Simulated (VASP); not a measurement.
A run of VASP 6.6.1 is set up as follows.

File INCAR:

```
  PREC = Accurate
  ENCUT = 520
  EDIFF = 1E-7
  ISMEAR = 0
  SIGMA = 0.1
  LREAL = F
  LASPH = T
  NELM = 80
  ALGO = Normal
  ISIF = 3
  LWAVE = F
  LCHARG = F
  GGA = PS
  IBRION = 2
  NSW = 80
  EDIFFG = -0.002
  PSTRESS = 1000
```

File KPOINTS:

```
regular mesh
0
Gamma
  21 21 12
```

Contents of POSCAR:

```
Hf                                      
1.0
    2.6756832419      0.0000000000      0.0000000000
   -1.3378416209      2.3172096821      0.0000000000
   -0.0000000000      0.0000000000      4.5039859465
  Hf            
     2
Direct
     0.3333333300000021    0.6666666699999979    0.2500000000000000
     0.6666666699999979    0.3333333300000021    0.7500000000000000
```

Potentials or basis: VASP PAW PBE potentials, release 64 (Hf_pv).

Launch:

```console
$ cat potpaw_PBE.64/Hf_pv/POTCAR > POTCAR
$ mpirun -np 1 vasp_std > vasp.out
```

(1) Estimate the band gap on the k mesh.

Answers

(1) none (metal or under the smearing width).

Caveat: the relaxation stopped at its first step, so nothing moved.
